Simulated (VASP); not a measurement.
Write the native input for VASP 6.6.1 that does the following.

- Task: relaxation of cell and atoms
- Functional: r2SCAN
- Potentials or basis: VASP PAW PBE potentials, release 64 (Te)
- Cutoff: 600 eV
- k mesh: 6 × 6 × 2
- Occupations: gaussian, width 0.1 eV
- Spin: no spin polarisation
- Dipole correction: no
- Further INCAR settings: ALGO = Normal; EDIFF = 1e-06; IBRION = 2; EDIFFG = -0.04; NSW = 90; ISIF = 3

Te:

```
CELL_PARAMETERS angstrom
3.93605 0.00000 0.00000
-1.96803 3.40872 0.00000
0.00000 0.00000 10.72014
ATOMIC_POSITIONS crystal
Te 0.00000 0.00000 0.25000
Te 0.00000 0.00000 0.75000
Te 0.33333 0.66667 0.75000
Te 0.66667 0.33333 0.25000
```

The cell was built by a generator and needn't be a form met in nature.

The input as run:

POSCAR

```
Te
1.0
    3.9360508035      0.0000000000      0.0000000000
   -1.9680254018      3.4087199864      0.0000000000
    0.0000000000      0.0000000000     10.7201383673
Te
4
Direct
    0.0000000000      0.0000000000      0.2500000000
    0.0000000000      0.0000000000      0.7500000000
    0.3333333333      0.6666666667      0.7500000000
    0.6666666667      0.3333333333      0.2500000000
```

INCAR.step1

```
  PREC = Accurate
  ENCUT = 600
  ISMEAR = 0
  SIGMA = 0.1
  LREAL = False
  LASPH = True
  NELM = 100
  GGA = PE
  ALGO = Normal
  EDIFF = 1E-4
  LWAVE = True
  LCHARG = False
```

INCAR.step2

```
  PREC = Accurate
  ENCUT = 600
  EDIFF = 1E-6
  ISMEAR = 0
  SIGMA = 0.1
  LREAL = False
  LASPH = True
  NELM = 100
  ALGO = Normal
  ISIF = 3
  LWAVE = False
  LCHARG = False
  METAGGA = R2SCAN
  LMIXTAU = True
  IBRION = 2
  NSW = 90
  EDIFFG = -0.04
  ISTART = 1
```

KPOINTS

```
Automatic mesh
0
Gamma
  6 6 2
```

Potentials or basis: VASP PAW PBE potentials, release 64 (Te).

Run with:

```bash
$ cat potpaw_PBE.64/Te/POTCAR > POTCAR
$ cp INCAR.step1 INCAR
$ mpirun -np 1 vasp_std > vasp.out
$ cp INCAR.step2 INCAR
$ mpirun -np 1 vasp_std > vasp.out
```

Results of the run:

| Quantity | Value |
| --- | --- |
| Relaxed volume | 36.85 Å³/atom |
| Relaxed cell | a = 5.171 Å, b = 5.171 Å, c = 6.366 Å, α = 90.00°, β = 90.00°, γ = 120.00° |
| Space group after relaxing (to 0.05 Å) | P6_3/mmc (No. 194) |
| Energy gained by relaxing | 4617.0 meV/atom |
| Ionic steps | 29 |
| Pressure after relaxing | 0.0 GPa |

Caveat: the PAW data sets were made with another functional, which shifts forces and pressure a little.

Wall time 36 min on 1 thread of Intel(R) Xeon(R) Platinum 8488C (Sapphire Rapids) (shared host), peak memory 0.34 GiB.
